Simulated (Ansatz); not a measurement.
# Zr: strain and displacement

```yaml
crystal:
  lattice:
    - [-1.81000, 1.81000, 1.81000]
    - [1.81000, -1.81000, 1.81000]
    - [1.81000, 1.81000, -1.81000]
  atoms:
    - { symbol: Zr, position: [0.00000, 0.00000, 0.00000] }
```

The geometry is COD entry 9008559, unchecked; take it as a test cell.

All numbers below come from DFT, PBE, all-electron LAPW, scalar-relativistic in Ansatz 0.2.0.

Settings: a Γ-centred 16×16×16 k mesh, Fermi–Dirac smearing of 0.03 eV, basis error target 0.5 meV/atom, no spin polarisation.

The unchanged cell is at -3.13 GPa, so energy changes include a term −P ΔV where the volume moves.

In a metal, stresses and small energies carry noise from the k mesh.

x, y and z are the Cartesian axes of the cell as listed; fractional coordinates follow a strain, and an engineering shear is twice the off-diagonal strain component.

(1) With this change (xy engineering shear strain of -2 %), what becomes of the energy and stress?

(2) With this change (equal xy, yz and zx engineering shear strains of +4 %), what becomes of the energy and stress?

## Answers

(1) Energy change under 1 meV/atom; stress change (xx, yy, zz, yz, xz, xy) 0.02, 0.02, -0.02, 0.00, 0.00, 0.56 GPa, compression positive.

(2) Energy change +11 meV/atom; stress change (xx, yy, zz, yz, xz, xy) 0.11, 0.11, 0.11, -1.46, -1.46, -1.46 GPa, compression positive.
